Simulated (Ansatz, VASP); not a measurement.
**MgS in VASP and in Ansatz**

```
CELL_PARAMETERS angstrom
0.00000 2.60165 2.60165
2.60165 0.00000 2.60165
2.60165 2.60165 0.00000
ATOMIC_POSITIONS crystal
Mg 0.89808 0.00000 0.00000
S 0.50000 0.50000 0.50000
```

Change from the starting cell: all Mg atoms moved +0.375 Å, as atom 1 towards its neighbour atom 1 (Mg) at 3.679 Å.

Alike in both runs: task single point; functional PBEsol; k mesh 8 × 8 × 8; occupations gaussian, width 0.05 eV; no spin polarisation.

|  | VASP | Ansatz |
| --- | --- | --- |
| version | VASP 6.6.1 | Ansatz 0.2.0 |
| potentials or method | VASP PAW PBE potentials, release 64 (Mg, S) | scalar-relativistic, plane waves, PAW |
| plane-wave cutoff (eV) | 520 | 420 |
| valence electrons in the cell | 8 | 16 |

```csv
,VASP,Ansatz,Ansatz less VASP
gap on the k mesh at the Fermi level (eV),2.74,2.73,-0.002
least direct gap on the mesh (eV),3.56,3.56,0.000
pressure (GPa),3.5,3.7,+0.14
largest component of the traceless stress (GPa),5.62,5.60,-0.023
rms of the force components (eV/Å),0.727,0.725,-0.0025
```

Atom by atom the forces differ by 0.002 eV/Å (rms over components). The two sets of potentials don't hold the same shells in valence.

Caveats: the PAW data sets were made with another functional, which shifts forces and pressure a little (VASP). A k mesh can miss the band edges.
